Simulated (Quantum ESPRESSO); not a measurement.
## GaAs under changes of volume

One of the cells (22.590 Å³/atom); the others are scaled copies at fixed shape and fractional positions:

```xyz
2
Lattice="0.0000 2.8268 2.8268 2.8268 0.0000 2.8268 2.8268 2.8268 0.0000" Properties=species:S:1:pos:R:3 pbc="T T T"
As    4.2403    4.2403    4.2403
Ga    0.0000    0.0000    0.0000
```

| Property | Result |
| --- | --- |
| Program | Quantum ESPRESSO 7.5 |
| Functional | PBEsol |
| Potentials or basis | PseudoDojo 0.4.1 SR PBEsol standard |
| Cutoff | 1143 eV |
| Density cutoff | 4572 eV |
| k mesh | 8 × 8 × 8 |
| Occupations | fermi-dirac, width 0.05 eV |
| Spin | no spin polarisation |

| volume (Å³/atom) | energy over the lowest point (meV/atom) | pressure (GPa) | gap on the mesh (eV) |
| --- | --- | --- | --- |
| 21.234 | 22.33 | 5.3 | 0.91 |
| 21.686 | ? | ? | ? |
| 22.138 | 2.80 | 1.7 | 0.59 |
| 22.590 | 0.00 | 0.3 | 0.44 |
| 23.041 | 1.19 | -1.1 | 0.30 |
| 23.493 | 5.93 | -2.2 | 0.15 |
| 23.945 | 13.77 | -3.3 | none |

What does the run at 21.686 Å³/atom give?

Energy over the lowest point 10.07 meV/atom; pressure 3.4 GPa; gap on the mesh 0.75 eV.

Worked out: A Birch-Murnaghan fit of order 3 (a polynomial in V^(-2/3)) to the other rows has its minimum at 22.67 Å³/atom with B0 = V·E''(V) = 69 GPa and B' = 4.9. It gives 10.04 meV/atom at 21.686 Å³/atom, against the run's 10.07, and -dE/dV = 3.4 GPa, against 3.4.

Energies are extrapolated to zero smearing.

A mesh can miss the band edges. Spin-orbit coupling on As, Ga is left out.

A gap of «none» marks a metal or a gap under the smearing width.
